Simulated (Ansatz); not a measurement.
# Ti3Al5: the cost of one run

Computed with Ansatz 0.2.0 (DFT PBEsol, scalar-relativistic, plane waves, PAW, unless a step's input says otherwise).

2 further runs of the same task are left out: 1 that didn't finish, 1 set aside as unsound or not needed. Runs told in other sessions of the task aren't counted.

### Step 1. Starting point

It takes space group Pmmm (No. 47, orthorhombic). The conventional cell has a = 3.885 Å, b = 4.002 Å, c = 8.052 Å, α = 90.00°, β = 90.00°, γ = 90.00°. Ti (site symmetry mm2) is surrounded by 10 Al at 2.71 to 2.92 Å and 2 Ti at 2.88 Å. Ti (site symmetry mmm) is surrounded by 8 Al at 2.79 Å and 4 Ti at 2.88 Å. Around Al (site symmetry mmm) lie 4 Al at 2.75 Å and 8 Ti at 2.79 to 2.92 Å. Al (site symmetry mmm) has 4 Ti at 2.76 Å and 8 Al at 2.79 to 2.85 Å in its first shell of neighbours. Around Al (site symmetry mmm) lie 4 Ti at 2.71 Å and 8 Al at 2.79 to 2.89 Å. Al (site symmetry mm2) has 6 Al at 2.75 to 2.89 Å and 6 Ti at 2.79 Å in its first shell of neighbours.

As a file:

```
CELL_PARAMETERS angstrom
3.88544 0.00000 0.00000
0.00000 4.00179 0.00000
0.00000 0.00000 8.05244
ATOMIC_POSITIONS crystal
Ti 0.00000 0.50000 0.26461
Ti 0.00000 0.50000 0.73539
Ti 0.50000 0.50000 0.00000
Al 0.00000 0.00000 0.00000
Al 0.00000 0.00000 0.50000
Al 0.50000 0.50000 0.50000
Al 0.50000 0.00000 0.24170
Al 0.50000 0.00000 0.75830
```

It goes back to an entry of the Materials Project, which need not be the stable form.

It is the result of an earlier relaxation at this level (volume 15.65 Å³/atom; gap on the mesh: none (metal)).

### Step 2. The reference cell

The reference gives a free energy of -10047.7944 eV, pressure -0.01 GPa, largest force 0.001 eV/Å and gap on the mesh none (metal). It was computed beforehand with the settings of the runs below.

### Step 3. Setting up a strain scan

The cell is strained by ε times the Voigt pattern (0, 0, 1, 0, 0, 0) (xx, yy, zz, yz, xz, xy; engineering shear), with fractional coordinates fixed (clamped ions). The stress on the pattern is the sum of the stress components weighted by it, tension positive.

### Step 4. At ε = -0.0600

File input.yaml:

```yaml
crystal:
  lattice:
    - [3.8854354518, 0.0, 0.0]
    - [0.0, 4.0017892621, 0.0]
    - [0.0, 0.0, 7.5692909906]
  atoms:
    - { symbol: Ti, position: [0.0, 0.5, 0.2646132917] }
    - { symbol: Ti, position: [0.0, 0.5, 0.7353867083] }
    - { symbol: Ti, position: [0.5, 0.5, 0.0] }
    - { symbol: Al, position: [0.0, 0.0, 0.0] }
    - { symbol: Al, position: [0.0, 0.0, 0.5] }
    - { symbol: Al, position: [0.5, 0.5, 0.5] }
    - { symbol: Al, position: [0.5, 0.0, 0.2417027397] }
    - { symbol: Al, position: [0.5, 0.0, 0.7582972603] }
basis:
  ecutwfc: 420
kpoints:
  mp_grid: { grid: [10, 10, 6] }
hamiltonian:
  xc: pbesol
scf:
  occupations: { method: gaussian, width: 0.15 }
output:
  forces: true
  stress: true
  eigenvalues: true
```

Started as:

```bash
$ ansatz run input.yaml --threads 2 --pin off --max-ram 5120MiB --backend cpu --events-out ev --progress --plain --runs-dir out
```

Q: Estimate wall time and peak memory on 2 threads of Arm Neoverse V2, shared host.

About 17 s, with a peak of 0.66 GiB.
